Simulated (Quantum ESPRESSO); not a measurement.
# PbS under changes of volume

One of the cells (26.664 Å³/atom); the others are scaled copies at fixed shape and fractional positions:

```
CELL_PARAMETERS angstrom
2.07995 -5.99130 0.00000
2.07995 5.99130 0.00000
0.00000 0.00000 4.27932
ATOMIC_POSITIONS crystal
Pb 0.13056 0.86944 0.25000
Pb 0.86944 0.13056 0.75000
S 0.35480 0.64520 0.25000
S 0.64520 0.35480 0.75000
```

Measurements of this composition are mostly on another form, of space group No. 225.

```yaml
Program: Quantum ESPRESSO 7.5
Functional: PBEsol
Potentials_or_basis: PseudoDojo 0.4.1 SR PBEsol standard
Cutoff: 762 eV
Density_cutoff: 3048 eV
k_mesh: 7 × 7 × 6
Occupations: fermi-dirac, width 0.05 eV
Spin: no spin polarisation
```

| volume (Å³/atom) | energy over the lowest point (meV/atom) | pressure (GPa) | gap on the mesh (eV) | largest force (eV/Å) |
| --- | --- | --- | --- | --- |
| 25.064 | 3.84 | 1.8 | 1.00 | 0.406 |
| 25.597 | 0.00 | 0.5 | 1.05 | 0.259 |
| 26.130 | 0.34 | -0.7 | 1.10 | 0.134 |
| 26.664 | 4.42 | -1.8 | 1.15 | 0.054 |
| 27.197 | 11.85 | -2.7 | 1.19 | 0.123 |
| 27.730 | 22.27 | -3.6 | 1.22 | 0.234 |
| 28.263 | ? | ? | ? | ? |

Q: What does the run at 28.263 Å³/atom give?

A: Energy over the lowest point 35.36 meV/atom; pressure -4.3 GPa; gap on the mesh 1.24 eV; largest force 0.337 eV/Å.

Worked out: A Birch-Murnaghan fit of order 3 (a polynomial in V^(-2/3)) to the other rows has its minimum at 25.82 Å³/atom with B0 = V·E''(V) = 58 GPa and B' = 4.4 at fixed shape and positions, which overstates the stiffness. It gives 35.37 meV/atom at 28.263 Å³/atom, against the run's 35.36, and -dE/dV = -4.3 GPa, against -4.3. A parabola through the other rows of the gap, of slope 1.53 eV per unit of ln V there, extrapolates to 1.25 eV, against the run's 1.24.

Energies are extrapolated to zero smearing.

Caveats: spin-orbit coupling is left out, which as a rule narrows the gap of such compounds by several tenths of an eV; an odd mesh through Γ misses points on the zone boundary, where band edges often lie.
